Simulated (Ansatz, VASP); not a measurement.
## Two plane-wave programs on AlGaN2

File INCAR:

```
SYSTEM = AlGaN2
  PREC = Accurate
  ENCUT = 520
  EDIFF = 1E-7
  ISMEAR = 0
  SIGMA = 0.05
  LREAL = .FALSE.
  LASPH = .TRUE.
  NELM = 100
  ALGO = Normal
  ISIF = 2
  LWAVE = .FALSE.
  LCHARG = .TRUE.
  GGA = CA
  LELF = .TRUE.
  LVHAR = .TRUE.
  NBANDS = 21
```

KPOINTS

```
regular mesh
0
G
  8 8 6
  0 0 0
```

The input POSCAR:

```
AlGaN2
1.0
    2.9595221436      0.0000000000      0.0000000000
    0.0000000000      2.9595221436      0.0000000000
    0.0000000000      0.0000000000      4.3843302008
Al Ga N
1 1 2
Direct
    0.5000000000      0.5000000000      0.5000000000
    0.0000000000      0.0000000000      0.0000000000
    0.5000000000      0.0000000000      0.7400513254
    0.0000000000      0.5000000000      0.2599486746
```

Input for Ansatz:

```yaml
crystal:
  lattice:
    - [2.9595221436, 0.0, 0.0]
    - [0.0, 2.9595221436, 0.0]
    - [0.0, 0.0, 4.3843302008]
  atoms:
    - { symbol: Al, position: [0.5, 0.5, 0.5] }
    - { symbol: Ga, position: [0.0, 0.0, 0.0] }
    - { symbol: "N", position: [0.5, 0.0, 0.7400513254] }
    - { symbol: "N", position: [0.0, 0.5, 0.2599486746] }
basis:
  ecutwfc: 420
kpoints:
  mp_grid: { grid: [8, 8, 6] }
hamiltonian:
  xc: lda
scf:
  occupations: { method: gaussian, width: 0.05 }
output:
  forces: true
  stress: true
  eigenvalues: true
```

Change from the starting cell: strain -0.0500 x Voigt [1, 1, 0, 0, 0, 0], atoms carried along.

Alike in both runs: task single point; functional LDA; k mesh 8 × 8 × 6; occupations gaussian, width 0.05 eV; no spin polarisation.

|  | VASP | Ansatz |
| --- | --- | --- |
| version | VASP 6.6.1 | Ansatz 0.2.0 |
| potentials or method | VASP PAW LDA potentials, release 64 (Al, Ga_d, N) | scalar-relativistic, plane waves, PAW |
| plane-wave cutoff (eV) | 520 | 420 |
| valence electrons in the cell | 26 | 26 |

```csv
,VASP,Ansatz,Ansatz less VASP
gap on the k mesh at the Fermi level (eV),3.08,3.10,+0.021
least direct gap on the mesh (eV),3.74,3.75,+0.010
pressure (GPa),27.3,25.9,-1.38
largest component of the traceless stress (GPa),4.85,4.91,+0.061
rms of the force components (eV/Å),0.007,0.019,+0.0121
```

Atom by atom the forces differ by 0.012 eV/Å (rms over components).

Caveats: so large a pressure means that the cell lies far from this level's equilibrium, or that cutoff or potentials fall short (VASP). A k mesh can miss the band edges.
